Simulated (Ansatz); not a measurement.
# Boron, A15 under revPBE: structure and ground-state energy, part 2 of 2

Aim: take boron in the A15 structure, relax it, then solve it on a dense k-mesh. Spin polarisation is left out. The k-meshes are 7×7×7 for the relaxation; 9×9×9 for the dense run.

Ansatz 0.2.0; DFT, revPBE, plane waves (420 eV) with PAW, scalar-relativistic.

## (3) The energy on a finer k-mesh

File input.yaml:

```yaml
crystal:
  lattice:
    - [3.6804902202, 0.0, 0.0]
    - [0.0, 3.6804902202, 0.0]
    - [0.0, 0.0, 3.6804902202]
  atoms:
    - { symbol: B, position: [0.0, 1.0, 1.0] }
    - { symbol: B, position: [0.5, 0.5, 0.5] }
    - { symbol: B, position: [0.25, 1.0, 0.5] }
    - { symbol: B, position: [0.75, 0.0, 0.5] }
    - { symbol: B, position: [0.5, 0.25, 1.0] }
    - { symbol: B, position: [0.5, 0.75, 0.0] }
    - { symbol: B, position: [1.0, 0.5, 0.25] }
    - { symbol: B, position: [1.0, 0.5, 0.75] }
hamiltonian:
  xc: revpbe
  pseudopotentials:
    kind: paw
    azcp:
      B: "pseudopotentials/B.paw.azcp"
basis:
  ecutwfc: 420
  fft_grid_basis: typed
kpoints:
  mp_grid: { grid: [9, 9, 9], shift: [0, 0, 0] }
magnetization:
  spin_polarized: false
scf:
  occupations: { method: fermi_dirac, width: 0.1 }
output:
  write_density: true
  write_potential: true
  elf: true
  volumetric_format: npy
```

The run is started by

```console
ansatz run input.yaml --threads 4 --pin off --max-ram 8192MiB --backend cpu --events-out ev --progress --plain --runs-dir out
```

Output:

```text
Warning: RAYON_NUM_THREADS=4 ignored (pool sized by the plan → 4); use --threads N
Engine: ansatz 0.2.0, x86_64-unknown-linux-gnu
Pseudopotentials: kind: paw
Pseudopotential: B, paw, valence charge 3, recommended cutoff 420 eV (normal), <dir>
Functional definition: revPBE
  parameter kappa = 1.245
  parameter beta = 0.06672455060314922
  exchange = pbe_x(kappa = kappa, mu = beta*pi^2/3)
  correlation = pbe_c(beta = beta)
Crystal: 8 atoms, lattice volume = 49.856 Å³
Basis set: ecut = 420 eV, 949 PW (Γ)
Bands: 20, of which v1, the nominal top of the filled ones, is band 12 counted from 1 (11 counted from 0)
Symmetry: 48 space group operations
Space group: Pm-3n (ITA 223), of the structure as read, at distance tolerance 3.7e-5 Å
k-points: 35 of 729
Non-local potential: B, projectors of the file, l = 0: 2, l = 1: 2, l = 2: 1
PAW form: soft (Blöchl's): semilocal exchange-correlation on the pseudo side does not see the compensation charge
PAW frozen core: B, regenerated for the run's functional, and the local potential with it (the file was generated under x = pbe(κ = 0.804, μ = 0.2195149727645171), c = pbe(β = 0.06672455060314922))
PAW one-centre angular grid: B, 110 points (default); XC on 64 Gauss nodes
Initial density: superposition of atomic densities (neutral atoms: chi_scale 0, normalization atom), corrected by the library's trained network
Initial wavefunctions: pseudopotential atomic-orbital guess
Functional: x = revpbe(κ = 1.245, μ = 0.2195149727645171), c = pbe(β = 0.06672455060314922)
SCF iter   1: F=—  HF=-1241.582633 eV  |F-HF|=—  |Δ(HF+E_count)|=         —  Δρ=7.29e-3  dr2=2.46e-2  ethr=1.77e-3  ⟨swp⟩=4.2  Hψ=3155  notcnv=0  defer=6
preconditioner: auto → Kerker (q_TF=auto, 2.415 Å⁻¹)  [metal: Δε(μ)=0.017 eV  Ē_g=11.449 eV  σ=0.100 eV  W_gap=0.04  n_scr=18 (ndim 8)  ℏωp=25.8 eV  f_vac=0.000  D(μ)=1.85/eV (n_scr^D=18)]
SCF iter   2: F=—  HF=-1241.577621 eV  |F-HF|=—  |Δ(HF+E_count)|=   5.01e-3  Δρ=3.69e-3  dr2=5.38e-3  ethr=1.03e-4  ⟨swp⟩=1.2  Hψ=999  notcnv=0  defer=11
SCF iter   3: F=—  HF=-1241.576206 eV  |F-HF|=—  |Δ(HF+E_count)|=   1.42e-3  Δρ=4.94e-4  dr2=6.34e-5  ethr=2.24e-5  ⟨swp⟩=2.6  Hψ=1068  notcnv=0  defer=11
SCF iter   4: F=—  HF=-1241.576193 eV  |F-HF|=—  |Δ(HF+E_count)|=   1.24e-5  Δρ=3.56e-5  dr2=5.53e-7  ethr=2.64e-7  ⟨swp⟩=2.1  Hψ=1078  notcnv=0  defer=11
iter 5 did not close the SCF: its close was put off for the readings that it lacked (scf_convergence_deferred on its scf_iter line)
SCF iter   5: F=-1241.576193 eV  HF=-1241.576193 eV  |F-HF|=3.99e-10  |Δ(HF+E_count)|=   9.44e-8  Δρ=4.74e-6  dr2=4.99e-9  ethr=2.30e-9  ⟨swp⟩=2.8  Hψ=1157  notcnv=0  defer=11
SCF iter   6: F=-1241.576193 eV  HF=-1241.576193 eV  |F-HF|=1.36e-11  |Δ(HF+E_count)|=  1.48e-11  Δρ=5.66e-7  dr2=6.06e-11  ethr=2.08e-11  ⟨swp⟩=3.9  Hψ=2543  notcnv=0
SCF 1 converged in 6 iterations: F = -1241.576193 eV  dr2 = 6.06e-11
SCF converged after 6 iterations
Free energy (F): -1241.576193 eV
Harris-Foulkes:  -1241.576193 eV  (|F-HF|=1.36e-11)
Internal energy: -1241.512949 eV  (E = F + TS)
E sigma→0 (E₀):  -1241.544571 eV
Entropy (-TS):   -0.063244 eV (-7.906 meV/atom)
Fermi energy:    13.670125 eV
--- Per-component energies (eV) ---
  E_band       = 140.265140
  E_kinetic    = 377.687557
  E_local      = -11.912547  (includes V_loc(G=0)·N_el)
  E_nonlocal   = 91.396859
  E_hartree    = 3.194970
  E_xc         = -256.969834
  E_vxc        = -305.500510  (∫ρ·V_xc dr)
  E_paw        = -633.071821  (= ΣΔE_a)
  E_vpaw       = -17.796149  (= ΣTr[D̂ρ^β])
  E_aug_tail   = -0.000011  (compensation charges beyond the density's cutoff)
  E_ewald      = -811.766879
  E_core_change = -0.071243  (= ΣΔE_core)
  E_smearing   = -0.063244  (= −TS)
  E_closure    = -0.000000  (closes the sum)
  Σ components = -1241.576193   (vs F -1241.576193, Δ=0.00e0)
--- Band table (eV; the first three rows and the last of 35) ---
  k-point 0: bands = ["-4.9438", "3.4420", "3.4420", "3.4420", "4.2003", "4.2003", "4.2442", "11.2230", "11.2230", "11.2230", "11.3919", "11.3919", "13.5256", "13.5256", "13.5256", "15.7923", "15.7923", "15.7923", "17.4727", "18.5208"]
  k-point 1: bands = ["-4.8334", "2.0066", "3.5540", "3.5540", "4.2755", "4.2972", "5.7464", "10.1768", "10.4744", "10.4744", "11.0401", "12.3657", "13.6449", "13.8101", "13.8101", "16.3698", "16.4454", "16.4454", "17.7496", "18.3167"]
  k-point 2: bands = ["-4.5024", "0.4154", "3.8851", "3.8851", "4.4890", "4.4938", "7.3843", "9.1099", "9.1366", "9.1366", "10.6293", "13.2238", "14.0013", "14.1640", "14.1640", "17.3359", "17.8138", "17.8138", "18.2127", "18.5365"]
  k-point 34: bands = ["0.3252", "1.2771", "1.2771", "1.3373", "2.2279", "2.2279", "2.3333", "3.2159", "16.8276", "16.8276", "17.0191", "17.1547", "17.1547", "17.8458", "17.8458", "18.4414", "18.8222", "19.3086", "19.3086", "19.9830"]
```

Wall time 0.45 s (4 threads of AMD EPYC 9R45 (Zen 5), shared host); peak memory 0.36 GiB.

Density in a lattice plane of the grid's cell (edges 3.68 and 3.68 Å, at 0.000 of the third edge), which holds B.

Values in e/Å³, 12 rows by 12 columns:
```
0.51 0.61 0.58 0.47 0.47 0.55 0.59 0.55 0.47 0.47 0.58 0.61
0.63 0.58 0.48 0.40 0.38 0.41 0.42 0.41 0.38 0.40 0.48 0.58
0.52 0.50 0.47 0.43 0.39 0.36 0.35 0.36 0.39 0.43 0.47 0.50
0.53 0.56 0.59 0.56 0.52 0.46 0.43 0.46 0.52 0.56 0.59 0.56
0.64 0.70 0.67 0.51 0.63 0.66 0.61 0.66 0.63 0.51 0.67 0.70
0.70 0.76 0.61 0.31 0.59 0.76 0.71 0.76 0.59 0.31 0.61 0.76
0.64 0.70 0.67 0.51 0.63 0.66 0.61 0.66 0.63 0.51 0.67 0.70
0.53 0.56 0.59 0.56 0.52 0.46 0.43 0.46 0.52 0.56 0.59 0.56
0.52 0.50 0.47 0.43 0.39 0.36 0.35 0.36 0.39 0.43 0.47 0.50
0.63 0.58 0.48 0.40 0.38 0.41 0.42 0.41 0.38 0.40 0.48 0.58
0.51 0.61 0.58 0.47 0.47 0.55 0.59 0.55 0.47 0.47 0.58 0.61
0.22 0.51 0.63 0.52 0.53 0.64 0.70 0.64 0.53 0.52 0.63 0.51
```
Columns run along the first of these edges and rows up along the second, over one cell in 12 and 12 even steps from the bottom left corner. Atoms in the plane (fractional): B at (0.00, 0.00), B at (0.25, 0.50), B at (0.75, 0.50).

ELF in the same plane.

Ten even steps from '0' (0.01) to '9' (0.81):
```
001467777899999877776410
124566666778887766666542
556666555566666555566665
777766544444444444566777
777776654443334445667777
777777655554445555677777
888775445666666654457788
998752124678887642125789
998620002589998520002689
998520002589998520002589
998620002589998520002689
998752124678887642125789
888775445666666654457788
777777655554445555677777
777776654443334445667777
777766544444444444566777
556666555566666555566665
124566666778887766666542
001467777899999877776410
001367778899999887776310
```
Columns run along the first of these edges and rows up along the second, over one cell in 24 and 20 even steps from the bottom left corner. Atoms in the plane (fractional): B at (0.00, 0.00), B at (0.25, 0.50), B at (0.75, 0.50).

Both are smooth fields of the valence electrons: close to the nuclei they are not physical.

Maxima of ELF outside the ion cores: 0.81 on the B–B line, 0.9 Å from B; 0.63 beside B, off the lines to its neighbours, 0.8 Å from B.

## (4) Results

What follows sums up all 2 parts.

| quantity | value |
| --- | --- |
| space group (spins left aside) | Pm-3n (No. 223) |
| conventional cell | a = 3.680 Å |
| volume | 6.232 Å³/atom |
| shortest distance | 1.840 Å |
| gap on the mesh | none (levels filled in part) |
| relative to alpha-rhombohedral (B12) | +1519 meV/atom |
| highest ELF outside the cores | 0.81, 0.93 Å from the nearest atom |

What this shows: The relaxation shrank the cell by 4.9 % in volume. It lies 1519 meV/atom above the element's reference form at the same level (alpha-rhombohedral (B12), from a run of its own). No gap shows: it is a metal or semimetal at this level. Relaxation kept the symmetry; phonons were not checked.
